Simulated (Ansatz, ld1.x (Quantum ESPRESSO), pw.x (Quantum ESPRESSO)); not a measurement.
## Si (bcc): variants of one RRKJ potential in the solid

ld1.x (Quantum ESPRESSO) 7.5 input, shortened:

```
&input
   title='Si', zed=14., rel=1, dft='PBESOL', iswitch=3,
   config='[Ne] 3s2 3p2 3d-2'
 /
 &inputp
   pseudotype=2, tm=.false., lloc=0,
   nlcc=.false.
 /
3
3P  2  1   2.00   0.00  1.55  1.55  0.0
3D  3  2  -2.00   0.15  1.40  1.40  0.0
3S  1  0   2.00   0.00  1.35  1.35  0.0
 &test
   configts(1)='3s2 3p2'
 /
```

Crystal test: bcc Si in pw.x 7.5, no spin, 15³ k-points, Fermi–Dirac smearing 0.01 Ry, cutoffs set for each file from its atomic test. The reference is all-electron LAPW (Ansatz 0.2.0) with the same functional, mesh and smearing; V0 and B0 come from Birch–Murnaghan fits to the pressures at five volumes. Errors are pseudo minus all-electron; Δ is the rms difference of the E(V) curves that follow from these fits, minima aligned, over ±6 % about the mean V0. Mesh and smearing are coarse, so the numbers serve the comparison and aren't converged zero-temperature values; the lattice is a test structure that the element need not adopt.

All-electron: a0 = 3.056 Å (V0 = 14.27 Å³/atom), B0 = 101.5 GPa.

1 further variants are left out: they gave no file fit for a test, a broken result, the same result as the base, or pressures whose basis-set error rivals the error shown.

```tsv
change	cutoffs (Ry)	pw.x	a0 (Å)	a0 error (%)	B0 error (%)	Δ (meV/atom)	mean pressure error (GPa)
base	100/400	converged	3.054	-0.09	+0.1	0.8	-0.27
all radii scaled by about 1.20 (s 1.62, p 1.86, d 1.68 bohr)	50/200	converged	3.056	+0.00	-0.3	0.0	+0.01
wave 3p (bound): rc 1.55 bohr becomes 3p (bound): rc 2.06 bohr	100/400	converged	3.054	-0.07	-0.2	0.7	-0.22
wave 3d channel at 0.15 Ry: rc 1.40 bohr becomes 3d channel at 2.98 Ry: rc 1.40 bohr	100/400	converged	3.060	+0.12	-0.4	1.1	+0.37
```

(1) Give the row for: core correction a·sin(br)/r model core inside 1.20 bohr.

Answers

(1) pw.x: converged; mean pressure error (GPa): -0.62; a0 (Å): 3.050; a0 error (%): -0.20; B0 error (%): +0.6; Δ (meV/atom): 1.9.
